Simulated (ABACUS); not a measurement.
Rh: single point with rSCAN

Rh:

```
Rh
1.0
     0.00000    1.89785    1.89785
     1.89785    0.00000    1.89785
     1.89785    1.89785    0.00000
Rh
1
Direct
  0.00000 0.00000 0.00000
```

| Item | Value |
| --- | --- |
| Program | ABACUS 3.10.1 |
| Task | single point |
| Functional | rSCAN |
| Potentials or basis | SG15 ONCV 1.2 PBE |
| Cutoff | 1401 eV |
| Density cutoff | 5606 eV |
| Basis | plane waves |
| k mesh | 8 × 8 × 8 |
| Occupations | fermi-dirac, width 0.05 eV |
| Spin | no spin polarisation |
| Radial cutoff of the potentials (pseudo_rcut) | 10 bohr |
| SCF threshold on the density | 1e-08 |
| Max SCF steps | 100 |
| Eigensolver | dav |
| Mixing | broyden |
| Mixing share | 0.7 |
| Symmetry key | 1 |

```json
{"Pressure": "-1.0 GPa", "Band gap on the k mesh": "none (metal or under the smearing width)"}
```

Levels at points of the mesh, in eV from the Fermi level:
```tsv
k point	band 4	band 5	band 6	band 7	band 8	band 9	band 10	band 11	band 12	band 13
(0.00, 0.00, 0.00)	-48.05	-8.28	-3.23	-3.23	-3.23	-1.09	-1.09	17.02	22.77	22.77
(0.50, 0.50, 0.50)	-48.15	-6.41	-3.33	-3.33	0.57	0.57	0.87	9.02	16.51	22.57
(0.50, 0.50, 0.00)	-48.33	-6.62	-6.24	0.52	1.03	1.03	3.50	12.82	14.12	14.12
```

Run time: 12 s on 4 MPI ranks on Intel(R) Xeon(R) 6975P-C (Granite Rapids), on a shared host, peak memory 0.28 GiB a rank.

Caveat: the potentials were made for another functional, which shifts forces and pressure.
